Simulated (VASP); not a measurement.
# TiO2 (Anatase) (I4_1/amd) in VASP: settings compared

Aim: see how the results for TiO2 (Anatase) move with the level of theory and the settings. Levels: PBE, LDA, TB-mBJ. Tasks: band structure.

Everything below comes from runs of VASP 6.6.1. Logs are shortened: lines on timing, memory, paths and dates and some standing lists are left out, and cuts for length are marked.

### 1 The structure

Symmetry: I4_1/amd, No. 141, tetragonal system. The conventional cell has a = 3.784 Å, b = 3.784 Å, c = 9.515 Å, α = 90.00°, β = 90.00°, γ = 90.00°. Ti (site symmetry -4m2) is surrounded by 6 O at 1.93 to 1.98 Å. Around O (site symmetry 2mm) lie 3 Ti at 1.93 to 1.98 Å.

### 2 Band structure, PBE

File POSCAR:

```
TiO2
1.0
   -1.8921000000      1.8921000000      4.7573000000
    1.8921000000     -1.8921000000      4.7573000000
    1.8921000000      1.8921000000     -4.7573000000
Ti O
2 4
Direct
    0.7500000000      0.2500000000      0.5000000000
    0.0000000000      0.0000000000      0.0000000000
    0.7919000000      0.7919000000      0.0000000000
    0.5419000000      0.0419000000      0.5000000000
    0.9581000000      0.4581000000      0.5000000000
    0.2081000000      0.2081000000      0.0000000000
```

File INCAR.step1:

```
  PREC = Accurate
  ENCUT = 520
  EDIFF = 1E-6
  ISMEAR = 0
  SIGMA = 0.02
  LREAL = False
  LASPH = True
  NELM = 100
  ALGO = Fast
  ISIF = 2
  LWAVE = False
  LCHARG = True
  LMAXMIX = 4
  GGA = PE
  NBANDS = 33
```

File KPOINTS.step1:

```
regular mesh
0
Gamma
  8 8 10
```

File INCAR.step2:

```
  PREC = Accurate
  ENCUT = 520
  EDIFF = 1E-6
  ISMEAR = 0
  SIGMA = 0.05
  LREAL = False
  LASPH = True
  NELM = 100
  ALGO = Fast
  ISIF = 2
  LWAVE = False
  LCHARG = False
  LMAXMIX = 4
  GGA = PE
  NBANDS = 33
  ICHARG = 11
```

File KPOINTS.step2:

```
path GXYSGZS1NPY1Z,XP
20
line-mode
reciprocal
 0.0000000000  0.0000000000  0.0000000000  G
-0.5000000000  0.5000000000  0.0000000000  X

-0.5000000000  0.5000000000  0.0000000000  X
-0.5000000000  0.5000000000 -0.0790928267  Y

-0.5000000000  0.5000000000 -0.0790928267  Y
-0.2895464134  0.2895464134 -0.2895464134  S

-0.2895464134  0.2895464134 -0.2895464134  S
 0.0000000000  0.0000000000  0.0000000000  G

 0.0000000000  0.0000000000  0.0000000000  G
 0.5000000000  0.5000000000 -0.5000000000  Z

 0.5000000000  0.5000000000 -0.5000000000  Z
 0.2895464134  0.7104535866 -0.7104535866  S1

 0.2895464134  0.7104535866 -0.7104535866  S1
 0.0000000000  0.5000000000 -0.5000000000  N

 0.0000000000  0.5000000000 -0.5000000000  N
-0.2500000000  0.7500000000 -0.2500000000  P

-0.2500000000  0.7500000000 -0.2500000000  P
 0.0790928267  0.9209071733 -0.5000000000  Y1

 0.0790928267  0.9209071733 -0.5000000000  Y1
 0.5000000000  0.5000000000 -0.5000000000  Z

-0.5000000000  0.5000000000  0.0000000000  X
-0.2500000000  0.7500000000 -0.2500000000  P
```

Potentials or basis: VASP PAW PBE potentials, release 64 (Ti_sv, O).

On the command line:

```bash
cat potpaw_PBE.64/Ti_sv/POTCAR potpaw_PBE.64/O/POTCAR > POTCAR
cp INCAR.step1 INCAR
cp KPOINTS.step1 KPOINTS
mpirun -np 1 vasp_std > vasp.out
cp INCAR.step2 INCAR
cp KPOINTS.step2 KPOINTS
mpirun -np 1 vasp_std > vasp.out
```

OUTCAR:

```text
PREC = Accurate
   ENCUT = 520
   EDIFF = 1E-6
   ISMEAR = 0
   LREAL = False
   LASPH = True
   NELM = 100
   ISIF = 2
   GGA = PE
   ICHARG = 11

 ion  position               nearest neighbor table
   1  0.750  0.250  0.500-   3 1.93   6 1.93   3 1.93   6 1.93   5 1.98   4 1.98
   2  0.000  0.000  0.000-   4 1.93   5 1.93   4 1.93   5 1.93   3 1.98   6 1.98
   3  0.792  0.792  0.000-   1 1.93   1 1.93   2 1.98
   4  0.542  0.042  0.500-   2 1.93   2 1.93   1 1.98
   5  0.958  0.458  0.500-   2 1.93   2 1.93   1 1.98
   6  0.208  0.208  0.000-   1 1.93   1 1.93   2 1.98

  LATTYP: Found a body centered tetragonal cell.
 ALAT       =     3.7842000000
 C/A-ratio  =     2.5142962846

  Lattice vectors:

 A1 = (  -1.8921000000,   1.8921000000,   4.7573000000)
 A2 = (   1.8921000000,  -1.8921000000,   4.7573000000)
 A3 = (   1.8921000000,   1.8921000000,  -4.7573000000)

Analysis of symmetry for initial positions (statically):
=====================================================================
 Subroutine PRICEL returns:
 Original cell was already a primitive cell.

 Routine SETGRP: Setting up the symmetry group for a
 body centered tetragonal supercell.

 Subroutine GETGRP returns: Found 16 space group operations
 (whereof  8 operations were pure point group operations)
 out of a pool of 16 trial point group operations.

The static configuration has the point symmetry D_2d.
 The point group associated with its full space group is D_4h.

Analysis of symmetry for dynamics (positions and initial velocities):
=====================================================================
 Subroutine PRICEL returns:
 Original cell was already a primitive cell.

 Routine SETGRP: Setting up the symmetry group for a
 body centered tetragonal supercell.

 Subroutine GETGRP returns: Found 16 space group operations
 (whereof  8 operations were pure point group operations)
 out of a pool of 16 trial point group operations.

The dynamic configuration has the point symmetry D_2d.
 The point group associated with its full space group is D_4h.

 Subroutine INISYM returns: Found 16 space group operations
 (whereof  8 operations are pure point group operations),
 and found     1 'primitive' translations

----------------------------------------------------------------------------------------

                                     Primitive cell

  volume of cell :      68.1253

  direct lattice vectors                    reciprocal lattice vectors
    -1.892100000  1.892100000  4.757300000     0.000000000  0.264256646  0.105101633
     1.892100000 -1.892100000  4.757300000     0.264256646  0.000000000  0.105101633
     1.892100000  1.892100000 -4.757300000     0.264256646  0.264256646  0.000000000

  length of vectors
     5.458203744  5.458203744  5.458203744     0.284390450  0.284390450  0.373715333

  position of ions in fractional coordinates (direct lattice)
     0.750000000  0.250000000  0.500000000
     0.000000000  0.000000000  0.000000000
     0.791900000  0.791900000  0.000000000
     0.541900000  0.041900000  0.500000000
     0.958100000  0.458100000  0.500000000
     0.208100000  0.208100000  0.000000000

  ion indices of the primitive-cell ions
   primitive index   ion index
                 1           1
                 2           2
                 3           3
                 4           4
                 5           5
                 6           6

----------------------------------------------------------------------------------------

 KPOINTS: path GXYSGZS1NPY1Z,XP

Interpolating k-points between supplied coordinates.

 Line segments in fractional coordinates (reciprocal lattice):
    0.000000  0.000000  0.000000  ... -0.500000  0.500000  0.000000
   -0.500000  0.500000  0.000000  ... -0.500000  0.500000 -0.079093
   -0.500000  0.500000 -0.079093  ... -0.289546  0.289546 -0.289546
   -0.289546  0.289546 -0.289546  ...  0.000000  0.000000  0.000000
    0.000000  0.000000  0.000000  ...  0.500000  0.500000 -0.500000
    0.500000  0.500000 -0.500000  ...  0.289546  0.710454 -0.710454
    0.289546  0.710454 -0.710454  ...  0.000000  0.500000 -0.500000
    0.000000  0.500000 -0.500000  ... -0.250000  0.750000 -0.250000
   -0.250000  0.750000 -0.250000  ...  0.079093  0.920907 -0.500000
    0.079093  0.920907 -0.500000  ...  0.500000  0.500000 -0.500000
   -0.500000  0.500000  0.000000  ... -0.250000  0.750000 -0.250000

 Generated    20 points on each line segment, for a total of    220 k-points:

 Following reciprocal coordinates:
            Coordinates               Weight
  0.000000  0.000000  0.000000      0.004545
 -0.026316  0.026316  0.000000      0.004545
 -0.052632  0.052632  0.000000      0.004545
 -0.078947  0.078947  0.000000      0.004545
 -0.105263  0.105263  0.000000      0.004545
 -0.131579  0.131579  0.000000      0.004545
[... 16 lines left out ...]
 -0.500000  0.500000 -0.008326      0.004545
 -0.500000  0.500000 -0.012488      0.004545
 [... further k-points ...]
   k-points           NKPTS =    220   k-points in BZ     NKDIM =    220   number of bands    NBANDS=     33
   number of dos      NEDOS =    301   number of ions     NIONS =      6
   total plane-waves  NPLWV =  74088
   dimension x,y,z NGX =    42 NGY =   42 NGZ =   42
   dimension x,y,z NGXF=    84 NGYF=   84 NGZF=   84
   ions per type =               2   4
   NGX,Y,Z   is equivalent  to a cutoff of  12.79, 12.79, 12.79 a.u.
   NGXF,Y,Z  is equivalent  to a cutoff of  25.58, 25.58, 25.58 a.u.
 SYSTEM =  unknown system
   PREC   = accura    normal or accurate (medium, high low for compatibility)
   ISTART =      0    job   : 0-new  1-cont  2-samecut
   ICHARG =     11    charge: 1-file 2-atom 10-const
   ISPIN  =      1    spin polarized calculation?
   LNONCOLLINEAR =      F non collinear calculations
   LSORBIT =      F    spin-orbit coupling
   LASPH  =      T    aspherical Exc in radial PAW
   ENCUT  =  520.0 eV  38.22 Ry    6.18 a.u.  10.15 10.15 10.15*2*pi/ulx,y,z
   NELM   =    100;   NELMIN=  2; NELMDL=  0     # of ELM steps
   EDIFF  = 0.1E-05   stopping-criterion for ELM
   LREAL  =      F    real-space projection
   EDIFFG = 0.1E-04   stopping-criterion for IOM
   NSW    =      0    number of steps for IOM
   IBRION =     -1    ionic relax: 0-MD 1-quasi-New 2-CG
   NFREE  =      0    steps in history (QN), initial steepest desc. (CG)
   ISIF   =      2    stress and relaxation
   ISYM   =      2    0-nonsym 1-usesym 2-fastsym
   POTIM  = 0.5000    time-step for ionic-motion
   TEBEG  =    0.0;   TEEND  =   0.0 temperature during run
   PSTRESS=    0.0 pullay stress
   NELECT =      48.0000    total number of electrons
   NUPDOWN=      -1.0000    fix difference up-down
   EMIN   =  10.00;   EMAX   =-10.00  energy-range for DOS
   EFERMI =   0.00;   METHOD = LEGACY
   ISMEAR =     0;   SIGMA  =   0.05  broadening in eV -4-tet -1-fermi 0-gaus
   EFERMI_NEDOS =   21; number of points for ismear=-14 and -15
   IALGO  =     68    algorithm
   IMIX   =      4    mixing-type and parameters
     AMIX     =   0.40;   BMIX     =  1.00
     AMIX_MAG =   1.60;   BMIX_MAG =  1.00
  volume/ion in A,a.u.               =      11.35        76.62
  Fermi-wavevector in a.u.,A,eV,Ry     =   1.456752  2.752862 28.873289  2.122127
  Thomas-Fermi vector in A             =   2.573634
   LORBIT       =      0    0 simple, 1 ext, 2 COOP (PROOUT), +10 PAW based schemes
   GGA     = PE    functional components
   LHFCALC =     F    Hartree Fock is set to
   AEXX    =    0.0000 exact exchange contribution
   IVDW    =     0    specifies the selected vdW correction
   LEPSILON=     F    determine dielectric tensor
   LRPA    =     F    only Hartree local field effects (RPA)
 non-spin polarized calculation
 RMM-DIIS sequential band-by-band and
 Gauss-broadening in eV      SIGMA  =   0.05
  energy-cutoff  :      520.00
  volume of cell :       68.13
 maximum number of plane-waves:      1854
 NGX is ok and might be reduce to    42

 number of electron      47.9999989 magnetization

 Free energy of the ion-electron system (eV)
  ---------------------------------------------------
  ext. energy  EPLUGINS =         0.00000000
  ---------------------------------------------------
  free energy    TOTEN  =       -54.75656071 eV

  energy without entropy =      -54.75656071  energy(sigma->0) =      -54.75656071

 E-fermi :   3.6442     XC(G=0): -10.7368

 val. band max:        3.4089756211   @ k =  -0.4474   0.4474   0.0000
 cond. band min:       5.5048876142   @ k =   0.0000   0.0000   0.0000
 fundamental gap:      2.0959119931
 Fermi energy:         3.6442195443

 k-point     1 :       0.0000    0.0000    0.0000
  band No.  band energies     occupation
      1     -52.9928      2.00000
      2     -52.9322      2.00000
      3     -29.4598      2.00000
      4     -29.2184      2.00000
      5     -29.2184      2.00000
      6     -29.1465      2.00000
[... 25 lines left out ...]
     32       8.7064      0.00000
     33       8.7184      0.00000

 k-point     2 :      -0.0263    0.0263    0.0000
  band No.  band energies     occupation
      1     -52.9927      2.00000
      2     -52.9322      2.00000
      3     -29.4597      2.00000
      4     -29.2198      2.00000
      5     -29.2188      2.00000
      6     -29.1472      2.00000
[... 25 lines left out ...]
     32       8.7288      0.00000
     33       8.7540      0.00000
[... 754 lines left out ...]
     32       9.9608      0.00000
     33      10.8550      0.00000

 k-point    24 :      -0.5000    0.5000   -0.0125
  band No.  band energies     occupation
      1     -52.9580      2.00000
      2     -52.9580      2.00000
      3     -29.4185      2.00000
      4     -29.4185      2.00000
      5     -29.2658      2.00000
      6     -29.2658      2.00000
[... 25 lines left out ...]
     32       9.9599      0.00000
     33      10.8559      0.00000

 [... further k-points ...]

------------------------ aborting loop because EDIFF is reached ----------------------------------------

  FORCE on cell =-STRESS in cart. coord.  units (eV):
  Direction    XX          YY          ZZ          XY          YZ          ZX
  --------------------------------------------------------------------------------------
  -------------------------------------------------------------------------------------
  Total       -1.0157605     -1.0157605      2.2725124      0.0000000     -0.0000000      0.0000000
  in kB      -23.8887365    -23.8887365     53.4451302      0.0000000     -0.0000000      0.0000000
  external PRESSURE =       1.8892191 kB  Pullay stress =       0.0000000 kB

 VOLUME and BASIS-vectors are now :
 -----------------------------------------------------------------------------
  energy-cutoff  :      520.00
  volume of cell :       68.13
      direct lattice vectors                 reciprocal lattice vectors
    -1.892100000  1.892100000  4.757300000     0.000000000  0.264256646  0.105101633
     1.892100000 -1.892100000  4.757300000     0.264256646  0.000000000  0.105101633
     1.892100000  1.892100000 -4.757300000     0.264256646  0.264256646  0.000000000

 POSITION                                       TOTAL-FORCE (eV/Angst)
 -----------------------------------------------------------------------------------
      0.00000      1.89210      2.37865         0.000000      0.000000     -0.000000
      0.00000      0.00000      0.00000         0.000000      0.000000     -0.000000
      0.00000      0.00000      7.53461        -0.000000     -0.000000     -0.543360
      0.00000      1.89210      0.39866         0.000000      0.000000     -0.543360
      0.00000      1.89210      4.35864         0.000000      0.000000      0.543360
      0.00000      0.00000      1.97999        -0.000000     -0.000000      0.543360
 -----------------------------------------------------------------------------------
    total drift:                               -0.000000      0.000000      0.000000

  FREE ENERGIE OF THE ION-ELECTRON SYSTEM (eV)
  ---------------------------------------------------
  free  energy   TOTEN  =       -54.7565607137 eV

  energy  without entropy=      -54.7565607137  energy(sigma->0) =      -54.75656071
```

Wall time 35 min (1 thread of Intel Xeon Platinum 8488C (Sapphire Rapids), shared host); peak memory 0.51 GiB.

What came out:

```
Band gap on the k mesh  : 2.11 eV, indirect (least direct gap 2.51 eV)
Band gap along the path : 2.10 eV, indirect (least direct gap 2.44 eV)
```

Levels at the corners of the path, in eV from the valence-band top:
```tsv
point	band 22	band 23	band 24	band 25	band 26	band 27
Γ	-0.77	-0.48	-0.48	2.10	2.84	3.97
X	-2.07	-0.05	-0.05	3.33	3.33	3.80
X	-2.07	-0.05	-0.05	3.33	3.33	3.80
Y	-1.91	-0.09	-0.09	3.30	3.30	3.75
Y	-1.91	-0.09	-0.09	3.30	3.30	3.75
S	-0.94	-0.91	-0.82	3.20	3.46	3.56
S	-0.94	-0.91	-0.82	3.20	3.46	3.56
Γ	-0.77	-0.48	-0.48	2.10	2.84	3.97
Γ	-0.77	-0.48	-0.48	2.10	2.84	3.97
Z	-1.27	-0.13	-0.13	2.45	2.45	3.76
Z	-1.27	-0.13	-0.13	2.45	2.45	3.76
S1	-0.94	-0.91	-0.82	3.20	3.46	3.56
S1	-0.94	-0.91	-0.82	3.20	3.46	3.56
N	-0.96	-0.85	-0.65	3.22	3.54	3.55
N	-0.96	-0.85	-0.65	3.22	3.54	3.55
P	-1.60	-0.25	-0.25	3.56	3.56	3.59
P	-1.60	-0.25	-0.25	3.56	3.56	3.59
Y1	-1.91	-0.09	-0.09	3.30	3.30	3.75
Y1	-1.91	-0.09	-0.09	3.30	3.30	3.75
Z	-1.27	-0.13	-0.13	2.45	2.45	3.76
X	-2.07	-0.05	-0.05	3.33	3.33	3.80
P	-1.60	-0.25	-0.25	3.56	3.56	3.59
```

Caveat: the log is that of the step along the path at fixed density, whose energy, stress, charges and moments have no meaning.

(Continued in part 2 of 2.)
